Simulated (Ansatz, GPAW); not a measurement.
This is a calculation of CuI (Marshite) for GPAW 26.7.0 (ASE script). 

File run.py:

```python
from ase.dft.bandgap import bandgap
from ase.io import read, write
from ase.units import GPa
from gpaw import GPAW, PW

atoms = read('POSCAR')

calc = GPAW(mode=PW(600),
            xc='PBE',
            kpts={'size': (8, 8, 8), 'gamma': True},
            occupations={'name': 'methfessel-paxton', 'order': 0, 'width': 0.012},
            nbands=19,
            convergence={'density': 1e-05, 'energy': 1e-05},
            maxiter=150,
            txt='gpaw.txt')
atoms.calc = calc
energy = atoms.get_potential_energy()
forces = atoms.get_forces()
stress = atoms.get_stress()
calc.write('gs.gpw')
write('result.traj', atoms)
print(f'Energy: {energy:.6f} eV')
print('Forces (eV/A):')
print(forces.round(4))
print('Stress (GPa):', (stress / GPa).round(3))
print('Fermi level:', round(calc.get_fermi_level(), 4), 'eV')
print(f'Gap: {bandgap(calc)[0]:.4f} eV, direct: {bandgap(calc, direct=True)[0]:.4f} eV')
```

POSCAR

```
CuI
1.0
    0.0000000000      3.0315000000      3.0315000000
    3.0315000000      0.0000000000      3.0315000000
    3.0315000000      3.0315000000      0.0000000000
I Cu
1 1
Direct
    0.0000000000      0.0000000000      0.0000000000
    0.7500000000      0.7500000000      0.7500000000
```

Potentials or basis: GPAW PAW data sets (gpaw-data 1.2.1), pw.

Launch:

```console
$ OMP_NUM_THREADS=1 python run.py
```

Set up the same calculation for Ansatz 0.2.0. Potentials or basis there: all-electron LAPW, scalar-relativistic.

As run (cutoffs and basis follow the program's own potentials, and thresholds, step limits or extra output files can differ):

The input input.yaml:

```yaml
crystal:
  lattice:
    - [0.0, 3.0315, 3.0315]
    - [3.0315, 0.0, 3.0315]
    - [3.0315, 3.0315, 0.0]
  atoms:
    - { symbol: I, position: [0.0, 0.0, 0.0] }
    - { symbol: Cu, position: [0.75, 0.75, 0.75] }
kpoints:
  mp_grid: { grid: [8, 8, 8] }
scf:
  occupations: { method: gaussian, width: 0.012 }
hamiltonian:
  xc: pbe
  pseudopotentials: { kind: all_electron, lapw: { basis_error: 0.001 } }
output:
  forces: true
  stress: true
  eigenvalues: true
```

Potentials or basis: all-electron LAPW, scalar-relativistic.

Launch:

```sh
$ ansatz run input.yaml --threads 1 --pin off --max-ram 3072MiB --backend cpu --events-out ev --progress --plain --runs-dir out
```

Both were run:

|  | GPAW | Ansatz |
| --- | --- | --- |
| Pressure | 0.9 GPa | 0.3 GPa |

Where Ansatz's input types no cutoff or centring, it takes its own default and a Γ-centred mesh.

Pressure is positive in compression.
